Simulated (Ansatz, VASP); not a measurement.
# HfO2 in two plane-wave programs, part 2 of 2

Aim: how closely do two programs agree when they are given the same cell, functional and k mesh? Of the first pair: The two relaxations start from unlike cells of this crystal (the structure described is Ansatz's start), so only their ends are compared.

VASP 6.6.1 and Ansatz 0.2.0.

So far: The starting structure; Ansatz: relaxation of cell and atoms, PBEsol; VASP: relaxation of cell and atoms, PBEsol; Comparison; Other set-ups.

**6. Ansatz: relaxation, PBEsol**

Level of this step: Ansatz beside VASP: Kohn-Sham DFT, plane waves, PBEsol (Ansatz).

This run makes the geometry at which the two programs are then compared. This pair takes another cell of the material, with 6 atoms against 3 for the pair before.

The structure compared here is the end of the Ansatz relaxation.

The input, input.yaml:

```yaml
crystal:
  lattice:
    - [3.49547478, 0.0, 0.0]
    - [0.0, 3.49547478, 0.0]
    - [0.0, 0.0, 5.104762784]
  atoms:
    - { symbol: Hf, position: [0.0, 0.0, 0.0] }
    - { symbol: Hf, position: [0.5, 0.5, 0.5] }
    - { symbol: O, position: [0.5, 0.0, 0.25] }
    - { symbol: O, position: [0.5, 0.0, 0.75] }
    - { symbol: O, position: [0.0, 0.5, 0.75] }
    - { symbol: O, position: [0.0, 0.5, 0.25] }
kpoints:
  mp_grid: { grid: [8, 8, 6] }
scf:
  occupations: { method: fermi_dirac, width: 0.02 }
hamiltonian:
  xc: pbesol
  pseudopotentials: { kind: paw, azcp: { folder: soft_1 }, xc_functional: pbe }
basis:
  ecutwfc: 600
output:
  forces: true
  stress: true
  write_density: true
  write_potential: true
  elf: true
  volumetric_format: npy
relax:
  f_tol: 0.005
  max_steps: 70
  cell: { stress_tol: 0.02, p_target: 0, fix: [a, b, alpha, beta, gamma] }
```

The run is started by

```console
> ansatz run input.yaml --threads 4 --pin off --max-ram 10240MiB --backend cpu --events-out ev --progress --plain --runs-dir out
```

Numbers of over 12 decimals in the logs are rounded to 6 here.

The log of the run:

```text
[...]
Crystal: 6 atoms, lattice volume = 62.372 Å³
Basis set: ecut = 600 eV, 2077 PW (Γ), exchange–correlation on 60×60×90 points (8 copies of the dense FFT grid, shifted against one another)
Bands: 46, of which v1, the nominal top of the filled ones, is band 38 counted from 1 (37 counted from 0)
Symmetry: 32 space group operations
[...]
k-points: 60 of 384
[...]
cell:  # Å, volume = 62.1322 Å³
    - [3.49547478, 0, 0.0]
    - [0, 3.49547478, 0.0]
    - [0.0, 0.0, 5.085154]
  atoms:
    - { symbol: Hf, position: [0, 0, 0] }
    - { symbol: Hf, position: [0.5, 0.5, 0.500000] }
    - { symbol: O, position: [0.5, 0, 0.250000] }
    - { symbol: O, position: [0.5, 0, 0.750000] }
    - { symbol: O, position: [0, 0.5, 0.750000] }
    - { symbol: O, position: [0, 0.5, 0.250000] }
[key lines of the parts left out:]
SCF converged after 8 iterations
Free energy (F): -33451.615537 eV
Fermi energy:    17.504269 eV
P = ⅓ Tr σ = 9.2050 GPa (92.050 kbar)
```

**7. VASP: single point, PBEsol, pair 2**

The same cell, functional, mesh and smearing now go to VASP, with its own data sets.

The input, INCAR:

```
SYSTEM = HfO2
PREC = Accurate
ENCUT = 600
EDIFF = 1E-06
NELM = 120
ISMEAR = -1
SIGMA = 0.02
LREAL = .FALSE.
ALGO = Normal
GGA = PS
NBANDS = 28
LASPH = .TRUE.
LORBIT = 11
LWAVE = .FALSE.
LCHARG = .FALSE.
ISIF = 2
GGA_COMPAT = .FALSE.
EFERMI = MIDGAP
KPAR = 2
```

The input, POSCAR:

```
HfO2
1.0
    3.4954747800      0.0000000000      0.0000000000
    0.0000000000      3.4954747800      0.0000000000
    0.0000000000      0.0000000000      5.0851535016
Hf O
2 4
Direct
    0.0000000000      0.0000000000      0.0000000000
    0.5000000000      0.5000000000      0.5000000000
    0.5000000000      0.0000000000      0.2500000000
    0.5000000000      0.0000000000      0.7500000000
    0.0000000000      0.5000000000      0.7500000000
    0.0000000000      0.5000000000      0.2500000000
```

The input, KPOINTS:

```
Automatic mesh
0
Gamma
8 8 6
0 0 0
```

PAW data sets: Hf_pv and O (PBE family, release 64).

The run is started by

```console
> mpirun -np 2 vasp_std
```

The log of the run:

```text
[banner, memory and clock lines left out]
running    2 mpi-ranks, on    1 nodes
[...]
[... a notice as in an earlier step ...]

 LDA part: xc-table for (Slater+PW92), standard interpolation
 POSCAR, INCAR and KPOINTS ok, starting setup
[...]
entering main loop
       N       E                     dE             d eps       ncg     rms          rms(c)
DAV:   1     0.277052339688E+03    0.27705E+03   -0.27759E+04  3360   0.177E+03
DAV:   2    -0.590028721814E+02   -0.33606E+03   -0.32710E+03  4316   0.408E+02
DAV:   3    -0.734522737307E+02   -0.14449E+02   -0.14400E+02  3924   0.773E+01
DAV:   4    -0.735997406046E+02   -0.14747E+00   -0.14738E+00  4256   0.852E+00
[...]
DAV:  11    -0.632132627573E+02   -0.63366E-05   -0.50125E-04  3980   0.145E-01    0.150E-01
DAV:  12    -0.632132744319E+02   -0.11675E-04   -0.25482E-05  4228   0.315E-02    0.926E-02
DAV:  13    -0.632132751882E+02   -0.75634E-06   -0.24320E-06  3704   0.822E-03
   1 F= -.63213275E+02 E0= -.63213275E+02  d E =0.000000E+00
```

From OUTCAR (step 7):

```text
  Total        3.7258541      3.7258541     -1.7471471      0.0000000      0.0000000      0.0000000
  in kB       96.0771285     96.0771285    -45.0529932      0.0000000      0.0000000      0.0000000
  external PRESSURE =      49.0337546 kB  Pullay stress =       0.0000000 kB

 POSITION                                       TOTAL-FORCE (eV/Angst)
 -----------------------------------------------------------------------------------
      0.00000      0.00000      0.00000        -0.000000      0.000000      0.000000
      1.74774      1.74774      2.54258        -0.000000      0.000000      0.000000
      1.74774      0.00000      1.27129        -0.000000      0.000000     -0.000000
      1.74774      0.00000      3.81387         0.000000     -0.000000      0.000000
      0.00000      1.74774      3.81387         0.000000     -0.000000     -0.000000
      0.00000      1.74774      1.27129        -0.000000     -0.000000      0.000000
 -----------------------------------------------------------------------------------
    total drift:                                0.000000      0.000000      0.000000

  FREE ENERGIE OF THE ION-ELECTRON SYSTEM (eV)
  ---------------------------------------------------
  free  energy   TOTEN  =       -63.2132751882 eV

  energy  without entropy=      -63.2132751882  energy(sigma->0) =      -63.21327519

[... 3 further parts left out ...]
[key lines of the parts left out:]
E-fermi :   6.4430
```

The run ends at a pressure of 4.90 GPa.

**8. Differences**

What differs besides the data sets and the points named for the pairs above, as far as they apply: the data sets hold 76 valence electrons in Ansatz (on its PAW soft_1 files) and 44 in VASP; Ansatz's pressure holds a Pulay correction, VASP's none. Total energies have different zeros and are not compared.

The two programs side by side:

```
              quantity  Ansatz   VASP  difference
        pressure (GPa)    9.20   4.90       +4.30
gap on the k mesh (eV)   3.544  3.559      -0.015
```

A gap on the mesh is an upper bound, since the band edges may lie between its points; neither run holds spin-orbit coupling, which can move the band edges of a compound of Hf.

**9. Ansatz: relaxation, PBEsol**

This run makes the geometry at which the two programs are then compared. The cell compared in this pair holds 63.14 Å³, against 62.13 Å³ for the pair before.

The structure compared here is the end of the Ansatz relaxation.

Changes to input.yaml since step 6:

```diff
@@ -2,5 +2,5 @@
   lattice:
-    - [3.49547478, 0.0, 0.0]
-    - [0.0, 3.49547478, 0.0]
-    - [0.0, 0.0, 5.104762784]
+    - [3.53114289, 0.0, 0.0]
+    - [0.0, 3.53114289, 0.0]
+    - [0.0, 0.0, 5.074497392]
   atoms:
```

The run is started by

```console
> ansatz run input.yaml --threads 4 --pin off --max-ram 10240MiB --backend cpu --events-out ev --progress --plain --runs-dir out
```

The log of the run:

```text
[...]
Crystal: 6 atoms, lattice volume = 63.274 Å³
Basis set: ecut = 600 eV, 2129 PW (Γ), exchange–correlation on 60×60×90 points (8 copies of the dense FFT grid, shifted against one another)
Bands: 46, of which v1, the nominal top of the filled ones, is band 38 counted from 1 (37 counted from 0)
Symmetry: 32 space group operations
[...]
k-points: 60 of 384
[...]
cell:  # Å, volume = 63.1430 Å³
    - [3.53114289, 0, 0.0]
    - [0, 3.53114289, 0.0]
    - [0.0, 0.0, 5.064014]
  atoms:
    - { symbol: Hf, position: [0, 0, 0] }
    - { symbol: Hf, position: [0.5, 0.5, 0.500000] }
    - { symbol: O, position: [0.5, 0, 0.250000] }
    - { symbol: O, position: [0.5, 0, 0.75] }
    - { symbol: O, position: [0, 0.5, 0.75] }
    - { symbol: O, position: [0, 0.5, 0.250000] }
[key lines of the parts left out:]
SCF converged after 7 iterations
Free energy (F): -33451.696518 eV
Fermi energy:    17.171615 eV
P = ⅓ Tr σ = 4.4485 GPa (44.485 kbar)
```

**10. VASP: single point, PBEsol, pair 3**

The same cell, functional, mesh and smearing now go to VASP, with its own data sets.

INCAR is that of step 7.

Changes to POSCAR since step 7:

```diff
@@ -2,5 +2,5 @@
 1.0
-    3.4954747800      0.0000000000      0.0000000000
-    0.0000000000      3.4954747800      0.0000000000
-    0.0000000000      0.0000000000      5.0851535016
+    3.5311428900      0.0000000000      0.0000000000
+    0.0000000000      3.5311428900      0.0000000000
+    0.0000000000      0.0000000000      5.0640139163
 Hf O
```

KPOINTS is that of step 7.

The run is started by

```console
> mpirun -np 2 vasp_std
```

The log of the run:

```text
[... set-up lines as in an earlier step ...]
 entering main loop
       N       E                     dE             d eps       ncg     rms          rms(c)
DAV:   1     0.277039241203E+03    0.27704E+03   -0.27659E+04  3360   0.177E+03
DAV:   2    -0.590394213523E+02   -0.33608E+03   -0.32654E+03  4328   0.408E+02
DAV:   3    -0.735415413490E+02   -0.14502E+02   -0.14456E+02  3968   0.773E+01
DAV:   4    -0.736867923136E+02   -0.14525E+00   -0.14515E+00  4336   0.846E+00
[...]
DAV:  11    -0.632710088312E+02   -0.88554E-05   -0.51098E-04  4024   0.146E-01    0.163E-01
DAV:  12    -0.632710211393E+02   -0.12308E-04   -0.27123E-05  4240   0.322E-02    0.964E-02
DAV:  13    -0.632710218451E+02   -0.70580E-06   -0.27174E-06  3748   0.852E-03
   1 F= -.63271022E+02 E0= -.63271022E+02  d E =0.000000E+00
```

Parts of OUTCAR (step 10):

```text
  Total        1.0120855      1.0120855     -1.6718959      0.0000000      0.0000000      0.0000000
  in kB       25.6804320     25.6804320    -42.4223137      0.0000000      0.0000000      0.0000000
  external PRESSURE =       2.9795167 kB  Pullay stress =       0.0000000 kB

 POSITION                                       TOTAL-FORCE (eV/Angst)
 -----------------------------------------------------------------------------------
      0.00000      0.00000      0.00000        -0.000000     -0.000000     -0.000000
      1.76557      1.76557      2.53201        -0.000000     -0.000000     -0.000000
      1.76557      0.00000      1.26600        -0.000000     -0.000000      0.000000
      1.76557      0.00000      3.79801         0.000000     -0.000000     -0.000000
      0.00000      1.76557      3.79801        -0.000000      0.000000      0.000000
      0.00000      1.76557      1.26600        -0.000000      0.000000      0.000000
 -----------------------------------------------------------------------------------
    total drift:                                0.000000      0.000000      0.000000

  FREE ENERGIE OF THE ION-ELECTRON SYSTEM (eV)
  ---------------------------------------------------
  free  energy   TOTEN  =       -63.2710218451 eV

  energy  without entropy=      -63.2710218451  energy(sigma->0) =      -63.27102185

[... 1 part as in an earlier step ...]

[... 2 further parts left out ...]
[key lines of the parts left out:]
E-fermi :   6.3025
```

The run ends at a pressure of 0.30 GPa.

**11. Differences**

What differs besides the data sets and the points named for the pairs above, as far as they apply: the data sets hold 76 valence electrons in Ansatz (on its PAW soft_1 files) and 44 in VASP. Total energies have different zeros and are not compared.

The two programs side by side:

```
              quantity  Ansatz   VASP  difference
        pressure (GPa)    4.45   0.30       +4.15
gap on the k mesh (eV)   3.664  3.690      -0.026
```

A gap on the mesh is an upper bound, since the band edges may lie between its points; neither run holds spin-orbit coupling, which can move the band edges of a compound of Hf.

**12. What came out**

```
difference in volume (relaxation of cell and atoms, PBEsol) : 1.5 %
difference in pressure (single point, PBEsol, pair 2)       : 4.3 GPa
difference in pressure (single point, PBEsol, pair 3)       : 4.2 GPa
```

The difference in pressure is 4.3 GPa (single point, PBEsol, pair 2), beyond the 1 GPa picked in this series as the mark of a large difference. The data sets hold unlike numbers of valence electrons (38 in Ansatz and 22 in VASP and 76 in Ansatz and 44 in VASP), so part of the differences comes from the potentials. Relaxation of cell and atoms, PBEsol, VASP with the data sets Hf_sv and O: the difference in volume goes from 1.5 to 1.1 %; the difference in edge a after relaxation, in the typed setting goes from 0.51 to 0.36 %. What causes the difference of the single point, PBEsol, pair 2 pair stays open here. What causes the difference of the single point, PBEsol, pair 3 pair stays open here. 4 further runs of this series are not shown here. How closely two codes agree says nothing of how well the functional describes the real material.

[Lines on the potential files, build, host, timing and source positions are cut from VASP's logs without a mark.]

[Logs are printed without paths, hosts, clocks, repeated set-up lines and the standing remarks that a program may print on its own settings, such as how far it seeks lower states.]

[Hosts, paths, dates, database ids (printed as entryN), source tags and the programs' standing remarks are cut or masked in the printed files.]
